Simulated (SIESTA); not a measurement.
Crystal: C.

```
C
1.0
     2.52210    0.00000    0.00000
    -1.26105    2.18420    0.00000
     0.00000    0.00000   12.35570
C
12
Direct
  0.66667 0.33333 0.35417
  0.33333 0.66667 0.85417
  0.66667 0.33333 0.14583
  0.33333 0.66667 0.64583
  0.66667 0.33333 0.47917
  0.33333 0.66667 0.97917
  0.66667 0.33333 0.02083
  0.33333 0.66667 0.52083
  0.00000 0.00000 0.81250
  0.00000 0.00000 0.31250
  0.00000 0.00000 0.68750
  0.00000 0.00000 0.18750
```

This is a hexagonal form of diamond, not graphite.

Base run:

* Program: SIESTA 5.4.2
* Functional: RPBE
* Potentials or basis: PseudoDojo 0.4 standard (PBE files)
* Basis: DZP (energy shift 0.003 Ry)
* Grid cutoff: 500 Ry
* Energy shift: 0.003 Ry
* k mesh: 12 × 12 × 3
* Occupations: fermi-dirac, width 0.05 eV
* Spin: no spin polarisation

Its results: band gap on the k mesh 4.60 eV, indirect (least direct gap 5.41 eV); pressure 12.9 GPa; largest force 0.340 eV/Å.

After a change of settings the same cell gave: band gap on the k mesh 4.75 eV, indirect (least direct gap 5.52 eV); pressure 25.1 GPa; largest force 0.337 eV/Å. Which change was it?
A. functional from RPBE to BLYP
B. functional from RPBE to PBEsol; potentials or basis from PseudoDojo 0.4 standard (PBE files) to PseudoDojo 0.4 standard (PBEsol files)
C. functional from RPBE to LDA; potentials or basis from PseudoDojo 0.4 standard (PBE files) to PseudoDojo 0.4 standard (LDA files)
D. functional from RPBE to AM05; potentials or basis from PseudoDojo 0.4 standard (PBE files) to PseudoDojo 0.4 standard (PBEsol files)

A.

Caveats: the potentials were made for another functional, which shifts forces and pressure; the basis of atomic orbitals isn't converged, which shifts pressures, moduli and gaps; so large a pressure means that the cell lies far from this level's equilibrium, or that cutoff or potentials fall short (some runs).

Runs at the PBE level aren't shown here.
